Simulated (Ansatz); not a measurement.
System: LiF (rock salt type), 2 atoms in the cell.

```
Li F
1.0
     0.00000    2.03500    2.03500
     2.03500    0.00000    2.03500
     2.03500    2.03500    0.00000
Li F
1 1
Cartesian
  0.0000 0.0000 0.0000
  2.0350 2.0350 2.0350
```

Method: PBE, all-electron LAPW, point nucleus (Ansatz 0.2.0 development build).

k-mesh 6×6×6 Γ-centred; Fermi–Dirac smearing of 0.02 eV; no spin polarisation.

Question: How large is the gap on this mesh, is it direct, and where do the band edges lie (fractions of the reciprocal vectors of this cell)?

Answer: 8.80 eV, direct at (0.000, 0.000, 0.000).

Question: List the levels near the gap at (0.000, 0.000, 0.000), (0.000, 0.167, 0.167), (0.000, 0.167, -0.500), (0.000, 0.167, -0.167), (0.000, -0.500, -0.500), in eV from the top of the valence band (v1 is the highest filled band, c1 the lowest empty one).

Answer: 
```csv
k,v4,v3,v2,v1,c1,c2,c3
"(0.000, 0.000, 0.000)",-19.88,0.00,0.00,0.00,8.80,23.54,23.54
"(0.000, 0.167, 0.167)",-19.75,-0.68,-0.24,-0.24,9.90,20.28,20.87
"(0.000, 0.167, -0.500)",-19.42,-2.28,-0.77,-0.41,11.69,15.83,18.66
"(0.000, 0.167, -0.167)",-19.65,-1.27,-0.57,-0.05,10.50,17.28,19.81
"(0.000, -0.500, -0.500)",-19.23,-2.87,-0.95,-0.95,14.52,16.34,17.06
```

Semilocal functionals give gaps that mostly lie well below measured ones.
